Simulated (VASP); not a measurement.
# GaN (P6_3mc) in VASP: a series of runs

The runs below take GaN through electric field gradients, with PBEsol, PBE, r2SCAN.

Everything below comes from runs of VASP 6.6.1. Logs are shortened: lines on timing, memory, paths and dates and some standing lists are left out, and cuts for length are marked.

**Measured values to compare with.**

From “Studying electronic properties in GaN without electrical contacts using γ-γ vs e−-γ Perturbed Angular Correlations”, 2019, pmc:6823545, for a bulk crystal of GaN: band gap 3.503 ± 0.005 eV (direct).

The runs below are set against these values where they give the same quantity.

### 1 The crystal as given

The structure is hexagonal, space group P6_3mc (No. 186). Conventional cell: a = 3.180 Å, b = 3.180 Å, c = 5.166 Å, α = 90.00°, β = 90.00°, γ = 120.00°. Ga (site symmetry 3m) is surrounded by 4 N at 1.94 to 1.95 Å. N (site symmetry 3m) has 4 Ga at 1.94 to 1.95 Å as nearest neighbours.

### 2 Electric field gradients, PBEsol

INCAR

```
PREC     = Accurate       # precision mode
ENCUT    = 600            # plane-wave cutoff, eV
EDIFF    = 1E-7           # SCF threshold, eV
ISMEAR   = -1             # smearing method
SIGMA    = 0.02           # smearing width, eV
LREAL    = False          # projectors in reciprocal space
LASPH    = True           # aspherical terms in the spheres
NELM     = 100            # most SCF steps
ALGO     = Fast           # electronic algorithm
ISIF     = 2              # what is computed and relaxed
LWAVE    = False          # write WAVECAR
LCHARG   = False          # write CHGCAR
GGA      = PS             # functional
LEFG     = True
```

KPOINTS

```
regular mesh
0
Gamma
  8 8 5
```

POSCAR

```
GaN
1.0
    3.1800000000      0.0000000000      0.0000000000
   -1.5900000000      2.7539607840      0.0000000000
    0.0000000000      0.0000000000      5.1660000000
Ga N
2 2
Direct
    0.3333333333      0.6666666667      0.0000000000
    0.6666666667      0.3333333333      0.5000000000
    0.3333333333      0.6666666667      0.3750000000
    0.6666666667      0.3333333333      0.8750000000
```

Potentials or basis: VASP PAW PBE potentials, release 64 (Ga_d, N).

Run with:

```sh
$ cat potpaw_PBE.64/Ga_d/POTCAR potpaw_PBE.64/N/POTCAR > POTCAR
$ mpirun -np 1 vasp_std > vasp.out
```

OUTCAR:

```text
PREC = Accurate
   ENCUT = 600
   EDIFF = 1E-7
   ISMEAR = -1
   LREAL = False
   LASPH = True
   NELM = 100
   ISIF = 2
   GGA = PS

 ion  position               nearest neighbor table
   1  0.333  0.667  0.000-   3 1.94   4 1.95   4 1.95   4 1.95
   2  0.667  0.333  0.500-   4 1.94   3 1.95   3 1.95   3 1.95
   3  0.333  0.667  0.375-   1 1.94   2 1.95   2 1.95   2 1.95
   4  0.667  0.333  0.875-   2 1.94   1 1.95   1 1.95   1 1.95

  LATTYP: Found a hexagonal cell.
 ALAT       =     3.1800000000
 C/A-ratio  =     1.6245283019

  Lattice vectors:

 A1 = (   3.1800000000,   0.0000000000,   0.0000000000)
 A2 = (  -1.5900000000,   2.7539607840,   0.0000000000)
 A3 = (   0.0000000000,   0.0000000000,   5.1660000000)

Analysis of symmetry for initial positions (statically):
=====================================================================
 Subroutine PRICEL returns:
 Original cell was already a primitive cell.

 Routine SETGRP: Setting up the symmetry group for a
 hexagonal supercell.

 Subroutine GETGRP returns: Found 12 space group operations
 (whereof  6 operations were pure point group operations)
 out of a pool of 24 trial point group operations.

The static configuration has the point symmetry C_3v.
 The point group associated with its full space group is C_6v.

Analysis of symmetry for dynamics (positions and initial velocities):
=====================================================================
 Subroutine PRICEL returns:
 Original cell was already a primitive cell.

 Routine SETGRP: Setting up the symmetry group for a
 hexagonal supercell.

 Subroutine GETGRP returns: Found 12 space group operations
 (whereof  6 operations were pure point group operations)
 out of a pool of 24 trial point group operations.

The dynamic configuration has the point symmetry C_3v.
 The point group associated with its full space group is C_6v.

 Subroutine INISYM returns: Found 12 space group operations
 (whereof  6 operations are pure point group operations),
 and found     1 'primitive' translations

----------------------------------------------------------------------------------------

                                     Primitive cell

  volume of cell :      45.2417

  direct lattice vectors                    reciprocal lattice vectors
     3.180000000  0.000000000  0.000000000     0.314465409  0.181556688  0.000000000
    -1.590000000  2.753960784  0.000000000     0.000000000  0.363113377  0.000000000
     0.000000000  0.000000000  5.166000000     0.000000000  0.000000000  0.193573364

  length of vectors
     3.180000000  3.180000000  5.166000000     0.363113377  0.363113377  0.193573364

  position of ions in fractional coordinates (direct lattice)
     0.333333333  0.666666667  0.000000000
     0.666666667  0.333333333  0.500000000
     0.333333333  0.666666667  0.375000000
     0.666666667  0.333333333  0.875000000

  ion indices of the primitive-cell ions
   primitive index   ion index
                 1           1
                 2           2
                 3           3
                 4           4

----------------------------------------------------------------------------------------

 KPOINTS: regular mesh

Automatic generation of k-mesh.
 Grid dimensions read from file:
 generate k-points for:    8    8    5

 Generating k-lattice:

  Cartesian coordinates                     Fractional coordinates (reciprocal lattice)
     0.039308176  0.022694586  0.000000000     0.125000000  0.000000000  0.000000000
     0.000000000  0.045389172  0.000000000     0.000000000  0.125000000  0.000000000
     0.000000000  0.000000000  0.038714673     0.000000000  0.000000000  0.200000000

  Length of vectors
     0.045389172  0.045389172  0.038714673

  Shift w.r.t. Gamma in fractional coordinates (k-lattice)
     0.000000000  0.000000000  0.000000000

 Subroutine IBZKPT returns following result:
 ===========================================

 Found     30 irreducible k-points:

 Following reciprocal coordinates:
            Coordinates               Weight
  0.000000  0.000000  0.000000      1.000000
  0.125000  0.000000  0.000000      6.000000
  0.250000  0.000000  0.000000      6.000000
  0.375000 -0.000000  0.000000      6.000000
  0.500000  0.000000  0.000000      3.000000
  0.125000  0.125000  0.000000      6.000000
[... 16 lines left out ...]
  0.250000  0.000000  0.400000     12.000000
  0.375000 -0.000000  0.400000     12.000000
 [... further k-points ...]
   k-points           NKPTS =     30   k-points in BZ     NKDIM =     30   number of bands    NBANDS=     22
   number of dos      NEDOS =    301   number of ions     NIONS =      4
   total plane-waves  NPLWV =  32928
   dimension x,y,z NGX =    28 NGY =   28 NGZ =   42
   dimension x,y,z NGXF=    56 NGYF=   56 NGZF=   84
   ions per type =               2   2
   NGX,Y,Z   is equivalent  to a cutoff of  14.64, 14.64, 13.52 a.u.
   NGXF,Y,Z  is equivalent  to a cutoff of  29.28, 29.28, 27.03 a.u.
 SYSTEM =  unknown system
   PREC   = accura    normal or accurate (medium, high low for compatibility)
   ISTART =      0    job   : 0-new  1-cont  2-samecut
   ICHARG =      2    charge: 1-file 2-atom 10-const
   ISPIN  =      1    spin polarized calculation?
   LNONCOLLINEAR =      F non collinear calculations
   LSORBIT =      F    spin-orbit coupling
   LASPH  =      T    aspherical Exc in radial PAW
   ENCUT  =  600.0 eV  44.10 Ry    6.64 a.u.   6.35  6.35 10.32*2*pi/ulx,y,z
   NELM   =    100;   NELMIN=  2; NELMDL= -5     # of ELM steps
   EDIFF  = 0.1E-06   stopping-criterion for ELM
   LREAL  =      F    real-space projection
   EDIFFG = 0.1E-05   stopping-criterion for IOM
   NSW    =      0    number of steps for IOM
   IBRION =     -1    ionic relax: 0-MD 1-quasi-New 2-CG
   NFREE  =      0    steps in history (QN), initial steepest desc. (CG)
   ISIF   =      2    stress and relaxation
   ISYM   =      2    0-nonsym 1-usesym 2-fastsym
   POTIM  = 0.5000    time-step for ionic-motion
   TEBEG  =    0.0;   TEEND  =   0.0 temperature during run
   PSTRESS=    0.0 pullay stress
   NELECT =      36.0000    total number of electrons
   NUPDOWN=      -1.0000    fix difference up-down
   EMIN   =  10.00;   EMAX   =-10.00  energy-range for DOS
   EFERMI =   0.00;   METHOD = LEGACY
   ISMEAR =    -1;   SIGMA  =   0.02  broadening in eV -4-tet -1-fermi 0-gaus
   EFERMI_NEDOS =   21; number of points for ismear=-14 and -15
   IALGO  =     68    algorithm
   IMIX   =      4    mixing-type and parameters
     AMIX     =   0.40;   BMIX     =  1.00
     AMIX_MAG =   1.60;   BMIX_MAG =  1.00
  volume/ion in A,a.u.               =      11.31        76.33
  Fermi-wavevector in a.u.,A,eV,Ry     =   1.517036  2.866782 31.312427  2.301398
  Thomas-Fermi vector in A             =   2.626345
   LORBIT       =      0    0 simple, 1 ext, 2 COOP (PROOUT), +10 PAW based schemes
   GGA     = PS    functional components
   LHFCALC =     F    Hartree Fock is set to
   AEXX    =    0.0000 exact exchange contribution
   IVDW    =     0    specifies the selected vdW correction
   LEPSILON=     F    determine dielectric tensor
   LRPA    =     F    only Hartree local field effects (RPA)
 non-spin polarized calculation
 RMM-DIIS sequential band-by-band and
  energy-cutoff  :      600.00
  volume of cell :       45.24
 maximum number of plane-waves:      1521
 NGX is ok and might be reduce to    28
   NGX = 13   NGY = 13   NGZ = 21

 number of electron      35.9999995 magnetization

 Free energy of the ion-electron system (eV)
  ---------------------------------------------------
  ext. energy  EPLUGINS =         0.00000000
  ---------------------------------------------------
  free energy    TOTEN  =       -26.26945030 eV

  energy without entropy =      -26.26945030  energy(sigma->0) =      -26.26945030

 E-fermi :   5.7170     XC(G=0): -11.9573

 val. band max:        5.3013529504   @ k =   0.0000   0.0000   0.0000
 cond. band min:       7.2275559055   @ k =   0.0000   0.0000   0.0000
 fundamental gap:      1.9262029551
 Fermi energy:         5.7170203703

 k-point     1 :       0.0000    0.0000    0.0000
  band No.  band energies     occupation
      1     -10.7691      2.00000
      2      -9.7749      2.00000
      3      -8.1189      2.00000
      4      -8.0967      2.00000
      5      -8.0967      2.00000
      6      -8.0314      2.00000
[... 574 lines left out ...]
      6      -7.9073      2.00000
[... 14 lines left out ...]
     21      12.8296      0.00000
     22      13.3414      0.00000

 [... further k-points ...]
[... 5 lines left out ...]
  --------------------------------------------------------------------------------------
  -------------------------------------------------------------------------------------
  Total       -0.0332865     -0.0332865      0.5623144      0.0000000      0.0000000      0.0000000
  in kB       -1.1787991     -1.1787991     19.9136320      0.0000000      0.0000000      0.0000000
  external PRESSURE =       5.8520113 kB  Pullay stress =       0.0000000 kB

 VOLUME and BASIS-vectors are now :
 -----------------------------------------------------------------------------
  energy-cutoff  :      600.00
  volume of cell :       45.24
      direct lattice vectors                 reciprocal lattice vectors
     3.180000000  0.000000000  0.000000000     0.314465409  0.181556688  0.000000000
    -1.590000000  2.753960784  0.000000000     0.000000000  0.363113377  0.000000000
     0.000000000  0.000000000  5.166000000     0.000000000  0.000000000  0.193573364

 POSITION                                       TOTAL-FORCE (eV/Angst)
 -----------------------------------------------------------------------------------
     -0.00000      1.83597      0.00000         0.000000     -0.000000     -0.131098
      1.59000      0.91799      2.58300        -0.000000      0.000000     -0.131098
     -0.00000      1.83597      1.93725         0.000000      0.000000      0.131098
      1.59000      0.91799      4.52025         0.000000     -0.000000      0.131098
 -----------------------------------------------------------------------------------
    total drift:                               -0.000000     -0.000000     -0.000046

  FREE ENERGIE OF THE ION-ELECTRON SYSTEM (eV)
  ---------------------------------------------------
  free  energy   TOTEN  =       -26.2694503031 eV

  energy  without entropy=      -26.2694503031  energy(sigma->0) =      -26.26945030

 Electric field gradients (V/A^2)
---------------------------------------------------------------------
 ion       V_xx      V_yy      V_zz      V_xy      V_xz      V_yz
---------------------------------------------------------------------
   1       1.176     1.178    -2.354     0.002    -0.000     0.000
   2       1.176     1.178    -2.354     0.002     0.000    -0.000
   3      -0.383    -0.384     0.766    -0.001     0.000    -0.000
   4      -0.383    -0.384     0.766    -0.001    -0.000     0.000
---------------------------------------------------------------------

 Electric field gradients after diagonalization (V/A^2)
 (convention: |V_zz| > |V_xx| > |V_yy|)
----------------------------------------------------------------------
 ion       V_xx      V_yy      V_zz     asymmetry (V_yy - V_xx)/ V_zz
----------------------------------------------------------------------
   1       1.180     1.175    -2.354       0.002
   2       1.180     1.175    -2.354       0.002
   3      -0.384    -0.382     0.766       0.002
   4      -0.384    -0.382     0.766       0.002
----------------------------------------------------------------------

           NMR quadrupolar parameters

 Cq : quadrupolar parameter    Cq=e*Q*V_zz/h
 eta: asymmetry parameters     (V_yy - V_xx)/ V_zz
 Q  : nuclear electric quadrupole moment in mb (millibarn)
----------------------------------------------------------------------
 ion       Cq(MHz)       eta       Q (mb)
----------------------------------------------------------------------
   1      -0.006       0.002       1.000
   2      -0.006       0.002       1.000
   3       0.002       0.002       1.000
   4       0.002       0.002       1.000
----------------------------------------------------------------------
```

Run time: 28 s. Hardware: 1 thread of Intel Xeon 6975P-C (Granite Rapids), shared host; peak memory 0.19 GiB.

What came out:

```
Free energy            : -26.2695 eV
Pressure               : 0.6 GPa
Largest force          : 0.131 eV/Å
Band gap on the k mesh : 1.93 eV, direct
```

Forces in eV/Å, atoms in the order of the input:
```
Ga   0.000  0.000 -0.131
Ga   0.000  0.000 -0.131
N    0.000  0.000  0.131
N    0.000  0.000  0.131
```

Stress tensor (GPa, compression positive):
```
-0.12  0.00  0.00
 0.00 -0.12  0.00
 0.00  0.00  1.99
```

Levels at points of the mesh, in eV from the valence-band top:
```tsv
k point	band 16	band 17	band 18	band 19	band 20	band 21
(0.00, 0.00, 0.00)	-0.06	0.00	0.00	1.93	4.23	9.16
(0.50, 0.00, 0.00)	-2.82	-2.31	-1.00	4.94	5.54	5.97
```

Electric field gradients, principal values (V/Å²):
```csv
atom,Vxx,Vyy,Vzz
1 Ga,1.175,1.180,-2.354
2 Ga,1.175,1.180,-2.354
3 N,-0.382,-0.384,0.766
4 N,-0.382,-0.384,0.766
```

Caveat: the PAW data sets were made with another functional, which shifts forces and pressure a little.

### 3 Electric field gradients, PBE

INCAR: that of step 2 with these lines changed.

```diff
@@ -1,3 +1,3 @@
 PREC     = Accurate       # precision mode
-ENCUT    = 600            # plane-wave cutoff, eV
+ENCUT    = 520            # plane-wave cutoff, eV
 EDIFF    = 1E-7           # SCF threshold, eV
@@ -12,3 +12,3 @@
 LCHARG   = False          # write CHGCAR
-GGA      = PS             # functional
+GGA      = PE             # functional
 LEFG     = True
```

KPOINTS is that of step 2.

POSCAR is that of step 2.

Potentials or basis: VASP PAW PBE potentials, release 64 (Ga_d, N).

Run with:

```sh
$ cat potpaw_PBE.64/Ga_d/POTCAR potpaw_PBE.64/N/POTCAR > POTCAR
$ mpirun -np 1 vasp_std > vasp.out
```

OUTCAR:

```text
PREC = Accurate
   ENCUT = 520
   EDIFF = 1E-7
   ISMEAR = -1
   LREAL = False
   LASPH = True
   NELM = 100
   ISIF = 2
   GGA = PE

 ion  position               nearest neighbor table
   1  0.333  0.667  0.000-   3 1.94   4 1.95   4 1.95   4 1.95
   2  0.667  0.333  0.500-   4 1.94   3 1.95   3 1.95   3 1.95
   3  0.333  0.667  0.375-   1 1.94   2 1.95   2 1.95   2 1.95
   4  0.667  0.333  0.875-   2 1.94   1 1.95   1 1.95   1 1.95

  LATTYP: Found a hexagonal cell.
 ALAT       =     3.1800000000
 C/A-ratio  =     1.6245283019

  Lattice vectors:

 A1 = (   3.1800000000,   0.0000000000,   0.0000000000)
 A2 = (  -1.5900000000,   2.7539607840,   0.0000000000)
 A3 = (   0.0000000000,   0.0000000000,   5.1660000000)

Analysis of symmetry for initial positions (statically):
=====================================================================
 Subroutine PRICEL returns:
 Original cell was already a primitive cell.

 Routine SETGRP: Setting up the symmetry group for a
 hexagonal supercell.

[... 804 lines left out ...]
     -0.00000      1.83597      0.00000        -0.000000      0.000000     -0.134698
      1.59000      0.91799      2.58300         0.000000      0.000000     -0.134698
     -0.00000      1.83597      1.93725         0.000000      0.000000      0.134698
      1.59000      0.91799      4.52025        -0.000000     -0.000000      0.134698
 -----------------------------------------------------------------------------------
    total drift:                               -0.000001     -0.000001     -0.000434

  FREE ENERGIE OF THE ION-ELECTRON SYSTEM (eV)
  ---------------------------------------------------
  free  energy   TOTEN  =       -24.2846341423 eV

  energy  without entropy=      -24.2846341423  energy(sigma->0) =      -24.28463414

 Electric field gradients (V/A^2)
---------------------------------------------------------------------
 ion       V_xx      V_yy      V_zz      V_xy      V_xz      V_yz
---------------------------------------------------------------------
   1       1.141     1.145    -2.286     0.004    -0.000     0.000
   2       1.141     1.145    -2.286     0.004     0.000    -0.000
   3      -0.413    -0.414     0.827    -0.001    -0.000     0.000
   4      -0.413    -0.414     0.827    -0.001     0.000    -0.000
---------------------------------------------------------------------

 Electric field gradients after diagonalization (V/A^2)
 (convention: |V_zz| > |V_xx| > |V_yy|)
----------------------------------------------------------------------
 ion       V_xx      V_yy      V_zz     asymmetry (V_yy - V_xx)/ V_zz
----------------------------------------------------------------------
   1       1.147     1.138    -2.286       0.004
   2       1.147     1.138    -2.286       0.004
   3      -0.415    -0.412     0.827       0.003
   4      -0.415    -0.412     0.827       0.003
----------------------------------------------------------------------

           NMR quadrupolar parameters

 Cq : quadrupolar parameter    Cq=e*Q*V_zz/h
 eta: asymmetry parameters     (V_yy - V_xx)/ V_zz
 Q  : nuclear electric quadrupole moment in mb (millibarn)
----------------------------------------------------------------------
 ion       Cq(MHz)       eta       Q (mb)
----------------------------------------------------------------------
   1      -0.006       0.004       1.000
   2      -0.006       0.004       1.000
   3       0.002       0.003       1.000
   4       0.002       0.003       1.000
----------------------------------------------------------------------
```

OSZICAR:

```text
N       E                     dE             d eps       ncg     rms          rms(c)
DAV:   1     0.280653470913E+03    0.28065E+03   -0.18496E+04  1374   0.306E+03
DAV:   2     0.730041315889E+01   -0.27335E+03   -0.26341E+03  1502   0.528E+02
DAV:   3    -0.270843213122E+02   -0.34385E+02   -0.34066E+02  1548   0.155E+02
DAV:   4    -0.283133062581E+02   -0.12290E+01   -0.12257E+01  1848   0.321E+01
[... 12 lines left out ...]
RMM:  17    -0.242846461790E+02    0.26613E-05   -0.50571E-06  1770   0.188E-02    0.374E-02
RMM:  18    -0.242846378031E+02    0.83759E-05   -0.10811E-05  1880   0.273E-02    0.223E-02
RMM:  19    -0.242846346702E+02    0.31329E-05   -0.93992E-06  1846   0.210E-02    0.103E-02
RMM:  20    -0.242846341597E+02    0.51044E-06   -0.26827E-06  1792   0.118E-02    0.445E-03
RMM:  21    -0.242846341423E+02    0.17407E-07   -0.44203E-07  1276   0.552E-03
   1 F= -.24284634E+02 E0= -.24284634E+02  d E =-.211467E-10
```

stdout:

```text
POSCAR found type information on POSCAR GaN
 POSCAR found :  2 types and       4 ions
 scaLAPACK will be used
 LDA part: xc-table for (Slater+PW92), standard interpolation
 POSCAR, INCAR and KPOINTS ok, starting setup
 FFT: planning ... GRIDC
 FFT: planning ... GRID_SOFT
 FFT: planning ... GRID
 WAVECAR not read
 entering main loop
ion   1

ion   2

ion   3

ion   4
```

It took 18 s on 1 thread of Intel Xeon 6975P-C (Granite Rapids), shared host; peak memory 0.16 GiB.

What came out:

```yaml
Free_energy: -24.2846 eV
Pressure: 7.4 GPa
Largest_force: 0.135 eV/Å
Band_gap_on_the_k_mesh: 1.97 eV, direct
```

Forces on the atoms (eV/Å):
```
Ga   0.000  0.000 -0.135
Ga   0.000  0.000 -0.135
N    0.000  0.000  0.135
N    0.000  0.000  0.135
```

Stress tensor (GPa, compression positive):
```
6.69 0.00 0.00
0.00 6.69 0.00
0.00 0.00 8.86
```

Electric field gradients, principal values (V/Å²):
```csv
atom,Vxx,Vyy,Vzz
1 Ga,1.138,1.147,-2.286
2 Ga,1.138,1.147,-2.286
3 N,-0.412,-0.415,0.827
4 N,-0.412,-0.415,0.827
```

(Continued in part 2 of 2.)
